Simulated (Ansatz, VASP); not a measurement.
**Al: VASP beside Ansatz**

File INCAR:

```
PREC = Accurate ; ENCUT = 600
EDIFF = 1E-7 ; ISMEAR = -1
SIGMA = 0.15 ; LREAL = F
LASPH = T ; NELM = 80
ALGO = Normal ; ISIF = 3
LWAVE = F ; LCHARG = F
GGA = PE ; IBRION = 2
NSW = 80 ; EDIFFG = -0.001
```

Contents of KPOINTS:

```
regular mesh
0
Gamma
  18 18 18
```

POSCAR

```
Al
1.0
    0.0000000000      2.0208639496      2.0208639496
    2.0208639496      0.0000000000      2.0208639496
    2.0208639496      2.0208639496      0.0000000000
Al
1
Direct
    0.0000000000      0.0000000000      0.0000000000
```

Input for Ansatz:

```yaml
crystal:
  lattice:
    - [0.0, 2.0208639496, 2.0208639496]
    - [2.0208639496, 0.0, 2.0208639496]
    - [2.0208639496, 2.0208639496, 0.0]
  atoms:
    - { symbol: Al, position: [0.0, 0.0, 0.0] }
basis: {}
kpoints:
  mp_grid: { grid: [18, 18, 18] }
hamiltonian:
  xc: pbe
  pseudopotentials: { kind: nc }
scf:
  occupations: { method: fermi_dirac, width: 0.15 }
output:
  forces: true
  stress: true
  eigenvalues: true
relax:
  adjacent_minimum: "off"
  f_tol: 0.001
  max_steps: 60
  cell: { stress_tol: 0.01 }
```

Alike in both runs: task relaxation of cell and atoms; functional PBE; k mesh 18 × 18 × 18; occupations fermi-dirac, width 0.15 eV; no spin polarisation.

|  | VASP | Ansatz |
| --- | --- | --- |
| version | VASP 6.6.1 | Ansatz 0.2.0 |
| potentials or method | VASP PAW PBE potentials, release 64 (Al) | scalar-relativistic, plane waves, norm-conserving pseudopotentials |
| plane-wave cutoff (eV) | 600 | 544 |
| valence electrons in the cell | 3 | 3 |

```tsv
	VASP	Ansatz	Ansatz less VASP
gap on the k mesh at the Fermi level, each at its own relaxed structure (eV)	none	none	-
relaxed volume (Å³/atom)	16.50	16.52	+0.014
relaxed cell length with the largest relative difference (Å)	2.858	2.859	+0.0008
```

A gap of «none» marks a metal or a gap that the smearing closes.
